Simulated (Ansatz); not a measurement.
**Sn3Se (Fm-3m): test of the smearing width, by script**

How much does the smearing width move the energy of Sn3Se (Fm-3m)? Wanted for Sn3Se (Fm-3m): a test of the smearing width.

Computed with Ansatz 0.2.0 through its Python package. Level of theory: DFT PBE, plane waves, PAW.

### Step 1. Starting point

It takes space group Fm-3m (No. 225, cubic). The conventional cell has a = 7.466 Å, b = 7.466 Å, c = 7.466 Å, α = 90.00°, β = 90.00°, γ = 90.00°. Sn (site symmetry -43m) has 4 Sn at 3.23 Å and 4 Se at 3.23 Å as nearest neighbours. Sn (site symmetry m-3m) is surrounded by 8 Sn at 3.23 Å. Se (site symmetry m-3m) has 8 Sn at 3.23 Å as nearest neighbours.

sn3se.xyz, read by the script:

```xyz
4
Lattice="0.0 3.733138 3.733138 3.733138 0.0 3.733138 3.733138 3.733138 0.0" Properties=species:S:1:pos:R:3 pbc="T T T"
Sn    1.86656900    1.86656900    1.86656900
Sn    5.59970700    5.59970700    5.59970700
Sn    3.73313800    3.73313800    3.73313800
Se    0.00000000    0.00000000    0.00000000
```

### Step 2. The code

sn3se_smear.py

```python
"""Smearing width test for Sn3Se."""

import csv

import ansatz as az

FUNCTIONAL = "PBE"
ECUT = 510
KMESH = (6, 6, 6)


def main() -> None:
    system = az.Crystal.from_extxyz("sn3se.xyz")

    model = (
        system.calculation()
        .functional(FUNCTIONAL)
        .pseudopotentials("paw")
        .basis(ECUT)
        .kpoints(*KMESH)
    )

    rows = []
    for value in [0.25, 0.15, 0.1, 0.05, 0.025]:
        data = model.occupations("gaussian", width=value).run(threads=1, pin="off").report
        rows.append((value, data["free_energy_ev"] / len(data["lattice"]["sites"]), data["n_iterations"], data["n_kpoints"]))

    with open("smear.csv", "w", newline="") as handle:
        writer = csv.writer(handle)
        writer.writerow(["width (eV)", "F/atom (eV)", "iterations", "k-points"])
        writer.writerows([round(v, 5) if isinstance(v, float) else v for v in row] for row in rows)

    # the last row is the reference
    for row in rows[:-1]:
        shift = 1000 * (row[1] - rows[-1][1])
        print(f"{row[0]}: {shift:+.2f} meV/atom" + ("  (within 5 meV)" if abs(shift) < 5 else ""))


if __name__ == "__main__":
    main()
```

### Step 3. Running it

Started as:

```
python sn3se_smear.py
```

Log:

```text
0.25: -14.48 meV/atom
0.15: -5.84 meV/atom
0.1: -2.81 meV/atom  (within 5 meV)
0.05: -0.69 meV/atom  (within 5 meV)
```

Run time: 15 s. Hardware: 1 thread of Intel Xeon Platinum 8488C (Sapphire Rapids), shared host; peak memory 0.47 GiB.

smear.csv, as written:

```csv
width (eV),F/atom (eV),iterations,k-points
0.25,-5885.39356,7,16
0.15,-5885.38493,7,16
0.1,-5885.38189,7,16
0.05,-5885.37978,7,16
0.025,-5885.37909,7,16
```

### Step 4. The runs side by side

From the records of these 5 runs:

| run | width (eV) | energy from run 5 (meV/atom) | the same at zero width (meV/atom) | SCF cycles | CPU time (s) |
| --- | --- | --- | --- | --- | --- |
| 1 | 0.25 | -14.48 | -2.01 | 7 | 3 |
| 2 | 0.15 | -5.84 | -0.89 | 7 | 2.8 |
| 3 | 0.1 | -2.81 | -0.51 | 7 | 2.8 |
| 4 | 0.05 | -0.69 | -0.15 | 7 | 2.8 |
| 5 | 0.025 | 0.00 | 0.00 | 7 | 3 |

Energies are free energies F = E - TS of the smeared occupations. 

### Step 5. Summary of results

```
                              quantity           value
                         runs compared               5
       last run but one, from the last  -0.69 meV/atom
within 5 meV/atom of the last run from             0.1
```

What this shows: Going from 0.025 to 0.25 eV changes F by -14.5 meV an atom. With this scheme F falls roughly as the square of the width; the report's estimate for zero width (energy_sigma0_ev) moves by only -2.0 meV. Notes:
- For a metal this k-point mesh is coarse: on a finer one energies can move by several to tens of meV an atom and pressures by half a GPa or more, differences at one mesh by less.
- The free energy holds a sizeable smearing term, which stands for no physical temperature.
- The narrowest width needs the finest mesh, so the last row is no converged reference.
- The structure comes from a database of computed cells and needn't be a stable or known phase.
